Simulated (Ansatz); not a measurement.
A one-shot G0W0 calculation of HfS2 (P-3m1) from a database of computed structures with Ansatz, at the level G0W0@PBE with 497 empty bands, a screening cutoff of 220 eV and a 6×6×4 mesh. The cell was relaxed beforehand with r2SCAN+rVV10.

The input:
```yaml
crystal:
  lattice:
    - [3.6302450488, 0.0, 0.0]
    - [-1.8151225244, 3.1438844342, 0.0]
    - [0.0, 0.0, 5.8787062851]
  atoms:
    - { symbol: Hf, position: [0.0, 0.0, 0.0] }
    - { symbol: S, position: [0.6666666667, 0.3333333333, 0.7553800774] }
    - { symbol: S, position: [0.3333333333, 0.6666666667, 0.2446199226] }
kpoints:
  mp_grid: { grid: [6, 6, 4] }
hamiltonian:
  xc: pbe
scf:
  occupations: { method: fixed }
gw:
  n_empty_bands: 497
  ecut_chi: 220
  qp_bands: [v2, c2]
  qp_kpoints: band_edges
  screening: { model: contour_deformation }
```

It took 110 s on 1 × NVIDIA H100 80GB HBM3 with 2 threads of AMD EPYC 7R13 Processor (Zen 3) (shared host), load about 0.9 per core; peak host memory 2.6 GiB.

The log, with set-up remarks and timings taken out:
```
Pseudopotential: Hf, paw, valence charge 26, recommended cutoff 420 eV (normal)
Pseudopotential: S, paw, valence charge 6, recommended cutoff 420 eV (normal)
Functional definition: PBE
Crystal: 3 atoms, lattice volume = 67.094 Å³
Basis set: ecut = 420 eV, 1315 PW (Γ)
Bands: 23, of which v1, the nominal top of the filled ones, is band 19 counted from 1 (18 counted from 0)
Symmetry: 12 space group operations
Space group: P-3m1 (ITA 164)
k-points: 24 of 144
SCF iter   1: HF=-17530.159809 eV  Δρ=1.39e-3  dr2=6.37e-4
SCF iter   2: HF=-17530.159361 eV  Δρ=8.32e-4  dr2=2.45e-4
SCF iter   3: HF=-17530.159694 eV  Δρ=1.64e-4  dr2=5.39e-5
SCF iter   4: HF=-17530.159687 eV  Δρ=8.20e-5  dr2=1.11e-5
SCF iter   5: HF=-17530.159693 eV  Δρ=4.80e-5  dr2=2.64e-6
SCF iter   6: HF=-17530.159692 eV  Δρ=1.93e-5  dr2=3.61e-7
SCF iter   7: HF=-17530.159693 eV  Δρ=5.48e-6  dr2=2.77e-8
SCF 1 converged in 7 iterations: F = -17530.159693 eV  dr2 = 2.77e-8
SCF converged after 7 iterations
Free energy (F): -17530.159693 eV
Fermi energy:    9.051978 eV
--- Per-component energies (eV) ---
  E_band       = -209.977379
  E_kinetic    = 634.749903
  E_local      = -8203.810710
  E_nonlocal   = -1186.835023
  E_hartree    = 3785.893163
  E_xc         = -494.253891
  E_vxc        = -440.998310
  E_paw        = -8127.441650
  E_vpaw       = 1415.122234
  E_ewald      = -3938.461487
--- Band table (eV; the first three rows and the last of 24) ---
  k-point 0: bands = […, 4.2554, 6.2028, 6.2028, 8.9407, 8.9407, 9.0520, 10.9797, 10.9797, 11.6245, 14.4274]
  k-point 1: bands = […, 4.7088, 6.2225, 6.2225, 8.1830, 8.8735, 8.8735, 10.9580, 10.9580, 11.8097, 14.6338]
  k-point 2: bands = […, 5.3844, 6.2428, 6.2428, 7.2179, 8.8076, 8.8076, 10.9361, 10.9361, 11.8887, 14.8616]
  k-point 23: bands = […, 5.2820, 5.2909, 5.2909, 6.8182, 7.2092, 7.2092, 11.7753, 12.3602, 12.3602, 15.2644]
--- G₀W₀: contour deformation, 8 samples at zero and on the imaginary axis and 1 off it, 144 q-points, 497 empty bands' worth ---
    ik  band        ε_KS         Σx   Σc(E_QP)       V_xc       Z   E_QP_lin       E_QP  E_QP is
     0    18      8.9407   -18.7172     1.5588   -16.4228  0.7482     8.1946     8.2051  root
     0    19      9.0520   -18.4364     1.6327   -16.0734  0.7422     8.3107     8.3218  root
     0    20     10.9797   -10.7988    -4.8443   -15.9434  0.7528    11.2820    11.2801  root
     0    21     10.9797   -10.7988    -4.8443   -15.9434  0.7528    11.2820    11.2801  root
     1    18      8.8735   -18.6633     1.5867   -16.3387  0.7475     8.1247     8.1355  root
     1    19      8.8735   -18.6633     1.5867   -16.3387  0.7475     8.1247     8.1355  root
     1    20     10.9580   -10.7533    -4.8316   -15.8827  0.7533    11.2577    11.2558  root
     1    21     10.9580   -10.7533    -4.8316   -15.8827  0.7533    11.2577    11.2558  root
     2    18      8.8076   -18.6155     1.6160   -16.2586  0.7467     8.0557     8.0668  root
     2    19      8.8076   -18.6155     1.6160   -16.2586  0.7467     8.0557     8.0668  root
     2    20     10.9361   -10.7077    -4.8186   -15.8217  0.7538    11.2333    11.2314  root
     2    21     10.9361   -10.7077    -4.8186   -15.8217  0.7538    11.2333    11.2314  root
     3    18      8.3246   -18.2101     1.5829   -15.9131  0.7439     7.5993     7.6106  root
     3    19      8.9592   -18.4380     1.6848   -16.0330  0.7400     8.2280     8.2391  root
     3    20     10.8740   -10.5294    -4.6187   -15.3987  0.7536    11.1259    11.1246  root
     3    21     11.7317   -11.1845    -5.0257   -16.4819  0.7373    12.0055    12.0035  root
     4    18      8.3739   -18.2211     1.5461   -15.9644  0.7447     7.6525     7.6634  root
     4    19      8.6219   -18.2440     1.7796   -15.7312  0.7384     7.8758     7.8886  root
     4    20     10.8466   -10.4681    -4.6394   -15.3609  0.7544    11.1014    11.1000  root
     4    21     11.7261   -11.2056    -4.9935   -16.4651  0.7376    11.9940    11.9921  root
     5    18      8.0129   -17.9133     2.0742   -15.0814  0.7302     7.2374     7.2552  root
     5    19      8.2543   -18.1298     1.6101   -15.8015  0.7431     7.5244     7.5361  root
     5    20     10.8213   -10.4632    -4.5919   -15.2984  0.7558    11.0659    11.0647  root
     5    21     11.7366   -11.2243    -5.0170   -16.5110  0.7370    12.0084    12.0064  root
     7    18      7.7603   -18.3374     1.9985   -15.5705  0.7360     6.9759     6.9919  root
     7    19      7.9634   -17.8469     1.9983   -15.1243  0.7279     7.2233     7.2391  root
     7    20     10.4171   -10.3493    -4.2656   -14.8108  0.7572    10.6136    10.6130  root
     7    21     12.6071   -11.2727    -5.6293   -17.2184  0.7212    12.9266    12.9234  root
     8    18      7.9153   -18.4425     1.9160   -15.7646  0.7389     7.1388     7.1534  root
     8    19      8.4171   -18.3578     1.8646   -15.7594  0.7352     7.6700     7.6833  root
     8    20     10.3156   -10.0778    -4.3133   -14.5989  0.7597    10.5241    10.5234  root
     8    21     12.6244   -11.3417    -5.5963   -17.2535  0.7218    12.9431    12.9400  root
     9    18      7.8919   -18.4370     1.9316   -15.7403  0.7387     7.1120     7.1269  root
     9    19      8.0872   -18.1814     2.0737   -15.3521  0.7302     7.3150     7.3316  root
     9    20     10.3051   -10.0393    -4.3030   -14.5451  0.7609    10.5085    10.5078  root
     9    21     12.6845   -11.4522    -5.6727   -17.4392  0.7176    13.0020    12.9989  root
  […]
```

The rows of the band table are 0: (0, 0, 0) = Γ, 1: (0, 0, 1/4), 2: (0, 0, -1/2), 23: (1/3, 1/3, -1/2).

The points are ik 0 = (0, 0, 0) (Γ), ik 1 = (0, 0, 1/4), ik 2 = (0, 0, -1/2), ik 3 = (0, 1/6, 0), ik 4 = (0, 1/6, 1/4), ik 5 = (0, 1/6, -1/2), ik 7 = (0, 1/3, 0), ik 8 = (0, 1/3, 1/4), ik 9 = (0, 1/3, -1/2), ik 10 = (0, 1/3, -1/4), ik 11 = (0, -1/2, 0), ik 12 = (0, -1/2, 1/4); band 19 is the last filled one.

The quasiparticle gap on this mesh is 1.96 eV (Γ to k = (0, -1/2, -1/2)), against 1.04 eV from PBE: +0.92 eV. Renormalisation factors Z lie between 0.70 and 0.76. The G0W0 figures hold for the stated bands, cutoff and mesh and aren't extrapolated.

No spin polarisation and no zero-point or thermal motion.

No spin-orbit coupling is included; it can move band edges with weight on the heavy atoms by tenths of an eV.
